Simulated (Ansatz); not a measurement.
Crystal: Te2Mo.

```
CELL_PARAMETERS angstrom
6.33000 0.00000 0.00000
0.00000 3.46900 0.00000
-0.94679 0.00000 13.82762
ATOMIC_POSITIONS crystal
Te 0.94370 0.75000 0.60450
Te 0.05630 0.25000 0.39550
Te 0.90300 0.25000 0.85140
Te 0.09700 0.75000 0.14860
Te 0.41120 0.75000 0.89550
Te 0.58880 0.25000 0.10450
Te 0.44320 0.25000 0.64840
Te 0.55680 0.75000 0.35160
Mo 0.81670 0.75000 0.99260
Mo 0.18330 0.25000 0.00740
Mo 0.68190 0.25000 0.49340
Mo 0.31810 0.75000 0.50660
```

Base run:

- Program: Ansatz 0.2.0
- Functional: PBEsol
- Potentials or basis: Ansatz PAW
- Cutoff: 420 eV
- Density cutoff: 1680 eV
- k mesh: 4 × 8 × 2
- Occupations: fermi-dirac, width 0.05 eV
- Spin: no spin polarisation
- Hubbard terms: Mo d U = 6.2 eV

Its results: band gap on the k mesh none (metal or under the smearing width); pressure 0.1 GPa; largest force 0.425 eV/Å.

Question: After a change of settings the same cell gave: band gap on the k mesh none (metal or under the smearing width); pressure -1.9 GPa; largest force 0.447 eV/Å. Which change was it?
A. functional from PBEsol to LDA; hubbard terms from Mo d U = 6.2 eV to none; hubbard projectors from ortho-atomic (the default) to none
B. hubbard terms from Mo d U = 6.2 eV to Mo d U = 7 eV
C. functional from PBEsol to LDA
D. functional from PBEsol to LDA; hubbard terms from Mo d U = 6.2 eV to Mo d U = 7 eV

Answer: C.

LDA binds more tightly than PBEsol, so the same cell stands under less pressure.

Caveats: U without spin polarisation on a metal has little footing; the PAW data sets come from PBE, with cores solved anew for the run's functional, which leaves a small shift of forces and pressure; the U is typed as a test and isn't derived for this compound.

Not every run made on this cell is shown here.
